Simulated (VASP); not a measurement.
# CdTe (so) (F-43m) in VASP: single point with PBEsol

Aim: the single point of CdTe (so) with PBEsol.

All numbers are computed with VASP 6.6.1; they aren't measurements. Logs are shortened: lines on timing, memory, paths and dates and some standing lists are left out, and cuts for length are marked.

## (1) Starting point

It takes space group F-43m (No. 216, cubic). Conventional cell: a = 6.320 Å, b = 6.320 Å, c = 6.320 Å, α = 90.00°, β = 90.00°, γ = 90.00°. Cd (site symmetry -43m) is surrounded by 4 Te at 2.74 Å. Te (site symmetry -43m) has 4 Cd at 2.74 Å as nearest neighbours.

## (2) Single point, PBEsol, non-collinear spin, zero start, spin-orbit coupling

The input, INCAR:

```
SYSTEM = CdTe
PREC = Accurate ; ENCUT = 520
EDIFF = 1E-7 ; ISMEAR = 0
SIGMA = 0.02 ; LREAL = .False.
LASPH = .True. ; NELM = 150
ALGO = Normal ; ISIF = 2
LWAVE = .False. ; LCHARG = .False.
MAGMOM = 0 0 0 0 0 0 ; LORBIT = 11
LSORBIT = .True. ; GGA_COMPAT = .False.
LORBMOM = .True. ; GGA = PS
NBANDS = 30
```

The input, KPOINTS:

```
regular mesh
0
Gamma
  10 10 10
  0 0 0
```

The input, POSCAR:

```
CdTe
1.0
    0.0000000000      3.1598193843      3.1598193843
    3.1598193843      0.0000000000      3.1598193843
    3.1598193843      3.1598193843      0.0000000000
Cd Te
1 1
Direct
    0.0000000000      0.0000000000      0.0000000000
    0.2500000000      0.2500000000      0.2500000000
```

Potentials or basis: VASP PAW PBE potentials, release 64 (Cd, Te).

Run with:

```bash
$ cat potpaw_PBE.64/Cd/POTCAR potpaw_PBE.64/Te/POTCAR > POTCAR
$ mpirun -np 1 vasp_ncl > vasp.out
```

OUTCAR:

```text
SYSTEM = CdTe
   PREC = Accurate
   ENCUT = 520
   EDIFF = 1E-7
   ISMEAR = 0
   LREAL = .False.
   LASPH = .True.
   NELM = 150
   ISIF = 2
   LORBIT = 11
   LSORBIT = .True.
   GGA = PS

 ion  position               nearest neighbor table
   1  0.000  0.000  0.000-   2 2.74   2 2.74   2 2.74   2 2.74
   2  0.250  0.250  0.250-   1 2.74   1 2.74   1 2.74   1 2.74

  LATTYP: Found a face centered cubic cell.
 ALAT       =     6.3196387686

  Lattice vectors:

 A1 = (   0.0000000000,   3.1598193843,   3.1598193843)
 A2 = (   3.1598193843,   0.0000000000,   3.1598193843)
 A3 = (   3.1598193843,   3.1598193843,   0.0000000000)

Analysis of symmetry for initial positions (statically):
=====================================================================
 Subroutine PRICEL returns:
 Original cell was already a primitive cell.

 Routine SETGRP: Setting up the symmetry group for a
 face centered cubic supercell.

 Subroutine GETGRP returns: Found 24 space group operations
 (whereof 24 operations were pure point group operations)
 out of a pool of 48 trial point group operations.

The static configuration has the point symmetry T_d .

Analysis of symmetry for dynamics (positions and initial velocities):
=====================================================================
 Subroutine PRICEL returns:
 Original cell was already a primitive cell.

 Routine SETGRP: Setting up the symmetry group for a
 face centered cubic supercell.

 Subroutine GETGRP returns: Found 24 space group operations
 (whereof 24 operations were pure point group operations)
 out of a pool of 48 trial point group operations.

The dynamic configuration has the point symmetry T_d .

Analysis of structural, dynamic, and magnetic symmetry:
=====================================================================
 Subroutine PRICEL returns:
 Original cell was already a primitive cell.

 Routine SETGRP: Setting up the symmetry group for a
 face centered cubic supercell.

 Subroutine GETGRP returns: Found 24 space group operations
 (whereof 24 operations were pure point group operations)
 out of a pool of 48 trial point group operations.

The overall configuration has the point symmetry T_d .

 Subroutine INISYM returns: Found 24 space group operations
 (whereof 24 operations are pure point group operations),
 and found     1 'primitive' translations

----------------------------------------------------------------------------------------

[... 971 lines left out ...]
 -----------------------------------------------------------------------------------
    total drift:                                0.000000      0.000000      0.000000

  FREE ENERGIE OF THE ION-ELECTRON SYSTEM (eV)
  ---------------------------------------------------
  free  energy   TOTEN  =        -5.5504430657 eV

  energy  without entropy=       -5.5504430657  energy(sigma->0) =       -5.55044307

 orbital moment (x)

 # of ion     p       d       tot
 ----------------------------------------
  1        -0.000   0.000   0.000
  2         0.000   0.000   0.000
 ----------------------------------------
            0.000   0.000   0.000

 orbital moment (y)

 # of ion     p       d       tot
 ----------------------------------------
  1        -0.000   0.000   0.000
  2        -0.000   0.000  -0.000
 ----------------------------------------
           -0.000   0.000   0.000

 orbital moment (z)

 # of ion     p       d       tot
 ----------------------------------------
  1         0.000   0.000   0.000
  2         0.000  -0.000  -0.000
 ----------------------------------------
            0.000   0.000   0.000

 Spin-Orbit-Coupling matrix elements

 Ion:    1  E_soc:     -0.0637076
 l=   1
     0.0000000    -0.0035632    -0.0035632
    -0.0035632     0.0000000    -0.0035632
    -0.0035632    -0.0035632     0.0000000
 l=   2
     0.0000000    -0.0014202     0.0000000    -0.0014202    -0.0056345
    -0.0014202     0.0000000    -0.0042259    -0.0014202    -0.0014086
     0.0000000    -0.0042259     0.0000000    -0.0042259     0.0000000
    -0.0014202    -0.0014202    -0.0042259     0.0000000    -0.0014086
    -0.0056345    -0.0014086     0.0000000    -0.0014086     0.0000000
 l=   3
     0.0000000     0.0000000     0.0000000     0.0000000     0.0000000     0.0000000     0.0000000
     0.0000000     0.0000000     0.0000000     0.0000000     0.0000000     0.0000000     0.0000000
     0.0000000     0.0000000     0.0000000     0.0000000     0.0000000     0.0000000     0.0000000
     0.0000000     0.0000000     0.0000000     0.0000000     0.0000000     0.0000000     0.0000000
     0.0000000     0.0000000     0.0000000     0.0000000     0.0000000     0.0000000     0.0000000
     0.0000000     0.0000000     0.0000000     0.0000000     0.0000000     0.0000000     0.0000000
     0.0000000     0.0000000     0.0000000     0.0000000     0.0000000     0.0000000     0.0000000

 Ion:    2  E_soc:     -0.1916062
 l=   1
     0.0000000    -0.0318435    -0.0318435
    -0.0318435     0.0000000    -0.0318435
    -0.0318435    -0.0318435     0.0000000
 l=   2
     0.0000000    -0.0000343     0.0000000    -0.0000343    -0.0000566
    -0.0000343     0.0000000    -0.0000425    -0.0000343    -0.0000142
     0.0000000    -0.0000425     0.0000000    -0.0000425     0.0000000
    -0.0000343    -0.0000343    -0.0000425     0.0000000    -0.0000142
    -0.0000566    -0.0000142     0.0000000    -0.0000142     0.0000000
 l=   3
     0.0000000     0.0000000     0.0000000     0.0000000     0.0000000     0.0000000     0.0000000
     0.0000000     0.0000000     0.0000000     0.0000000     0.0000000     0.0000000     0.0000000
     0.0000000     0.0000000     0.0000000     0.0000000     0.0000000     0.0000000     0.0000000
     0.0000000     0.0000000     0.0000000     0.0000000     0.0000000     0.0000000     0.0000000
     0.0000000     0.0000000     0.0000000     0.0000000     0.0000000     0.0000000     0.0000000
     0.0000000     0.0000000     0.0000000     0.0000000     0.0000000     0.0000000     0.0000000
     0.0000000     0.0000000     0.0000000     0.0000000     0.0000000     0.0000000     0.0000000

 total charge

# of ion       s       p       d       tot
------------------------------------------
    1        0.488   0.367   9.525  10.381
    2        1.350   2.084   0.027   3.461
--------------------------------------------------
tot          1.838   2.451   9.553  13.842

 magnetization (x)

# of ion       s       p       d       tot
------------------------------------------
    1        0.000   0.000   0.000   0.000
    2        0.000  -0.000   0.000  -0.000
--------------------------------------------------
tot          0.000   0.000   0.000   0.000

 magnetization (y)

# of ion       s       p       d       tot
------------------------------------------
    1        0.000   0.000   0.000   0.000
    2        0.000   0.000   0.000   0.000
--------------------------------------------------
tot          0.000   0.000   0.000   0.000

 magnetization (z)

# of ion       s       p       d       tot
------------------------------------------
    1        0.000  -0.000   0.000   0.000
    2        0.000  -0.000   0.000   0.000
--------------------------------------------------
tot          0.000  -0.000   0.000   0.000
```

stdout:

```text
POSCAR found type information on POSCAR CdTe
 POSCAR found :  2 types and       2 ions
 scaLAPACK will be used
 -----------------------------------------------------------------------------
|                                                                             |
|                                                                             |
|     You enforced a specific xc type in the INCAR file but a different       |
|     I HOPE YOU KNOW WHAT YOU ARE DOING!                                     |
|                                                                             |
 -----------------------------------------------------------------------------

 LDA part: xc-table for (Slater+PW92), standard interpolation
 POSCAR, INCAR and KPOINTS ok, starting setup
 FFT: planning ... GRIDC
 FFT: planning ... GRID_SOFT
 FFT: planning ... GRID
 WAVECAR not read
 entering main loop
```

Wall time 5.2 min (1 thread of AMD EPYC 7R13 (Zen 3), shared host); peak memory 0.47 GiB.

What came out:

```yaml
Free_energy: -5.5504 eV
Pressure: 4.2 GPa
Net_moment: 0.00 μB per cell
Valence_electrons_inside_the_program's_atomic_spheres: Cd 10.38; Te 3.46
```

Moments on the atoms (μB; x, y, z):
```
Cd  0.00 0.00 0.00
Te  0.00 0.00 0.00
```

Caveat: the PAW data sets were made with another functional, which shifts forces and pressure a little.
